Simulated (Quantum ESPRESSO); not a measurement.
Runs of Quantum ESPRESSO 7.5 on MgS (Niningerite). The structure is cubic, space group Fm-3m (No. 225). The conventional cell has a = 5.203 Å, b = 5.203 Å, c = 5.203 Å, α = 90.00°, β = 90.00°, γ = 90.00°. S (site symmetry m-3m) has 6 Mg at 2.60 Å as nearest neighbours. Around Mg (site symmetry m-3m) lie 6 S at 2.60 Å. 

| task | level | potentials or basis | cell | k mesh | cutoff (eV) | iterations | form of the LDA correlation | diagonalization | k mesh for the Wannier functions | k points per string | other keys | mesh quality | pressure (GPa) |
| --- | --- | --- | --- | --- | --- | --- | --- | --- | --- | --- | --- | --- | --- |
| energy-loss spectrum | PBEsol | PseudoDojo 0.4.1 SR PBEsol standard | volume scaled by 1.08 | 4 × 4 × 4, shifted | 1143 | 200 | - | - | - | - | - | coarse | -5.8 |
| energy-loss spectrum | LDA | GBRV 1.5 LDA | as given | 4 × 4 × 4, shifted | 544 | 300 | PZ81 | paro | - | - | ecut_scale = 0.9; diagonalization = paro | coarse | -3.3 |
| Wannier functions | LDA | JTH 2.0 LDA | as given | 5 × 5 × 5 | 490 | - | PW92 | - | 5 × 5 × 5 | - | - | not flagged | (a) |
| Berry-phase polarisation | PBE | SSSP 1.3 efficiency PBE | atoms moved at random, drawn with an rms of 0.15 Å | 4 × 4 × 4 | 748 | - | - | - | - | 8 × 8 × 8 | - | coarse | 3.3 |
| phonons and Raman activities | LDA | JTH 2.0 LDA | relaxed | 6 × 6 × 6, shifted | 490 | - | PW92 | - | - | - | - | not flagged | -0.1 |

Alike in all rows: no spin polarisation; smearing fermi-dirac 0.05 eV.

Estimate the missing entries.

(a) -3.5.

Caveats: some runs use coarse meshes; the Lanczos chain is short for so many electrons, so humps in the spectrum may be artefacts (some runs); the cutoff is low for these files, which shifts pressure and relaxed volume (some runs); the Wannier minimisation didn't converge (some runs).

The runs don't all hold the same shells in valence.
